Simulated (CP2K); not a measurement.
**GaP under changes of volume**

One of the cells (20.240 Å³/atom); the others are scaled copies at fixed shape and fractional positions:

```
Ga P
1.0
     3.85409    0.00000    0.00000
     1.92704    3.33774    0.00000
     1.92704    1.11258    3.14685
Ga P
1 1
Direct
  0.00000 0.00000 0.00000
  0.75000 0.75000 0.75000
```

- Program: CP2K 2026.2
- Functional: r2SCAN
- Potentials or basis: POTENTIAL_UZH Ga GTH-SCAN-q13, P GTH-SCAN-q5; TZVP-MOLOPT-SCAN-GTH basis
- Density cutoff: 9184 eV
- k mesh: 8 × 8 × 8
- Occupations: fermi-dirac, width 0.05 eV
- Spin: no spin polarisation

```csv
volume (Å³/atom),energy over the lowest point (meV/atom),pressure (GPa),gap on the mesh (eV)
19.026,18.89,5.8,1.84
19.431,?,?,?
19.836,0.73,1.5,1.91
20.240,0.00,-0.1,1.94
20.645,2.41,-1.8,1.93
21.050,8.88,-3.3,1.87
21.455,18.99,-4.7,1.72
```

Q: What does the run at 19.431 Å³/atom give?

A: Energy over the lowest point 7.11 meV/atom; pressure 3.6 GPa; gap on the mesh 1.87 eV.

Worked out: A Birch-Murnaghan fit of order 3 (a polynomial in V^(-2/3)) to the other rows has its minimum at 20.16 Å³/atom with B0 = V·E''(V) = 85 GPa and B' = 5.5. It gives 7.18 meV/atom at 19.431 Å³/atom, against the run's 7.11, and -dE/dV = 3.5 GPa, against 3.6. A parabola through the other rows of the gap, of slope 2.73 eV per unit of ln V there, gives 1.91 eV, against the run's 1.87. The fit is too stiff a form for this range.

Energies are extrapolated to zero smearing.

Caveats: the basis of atomic orbitals isn't converged, which shifts pressures, moduli and gaps.

A mesh can miss the band edges. Spin-orbit coupling on Ga is left out.
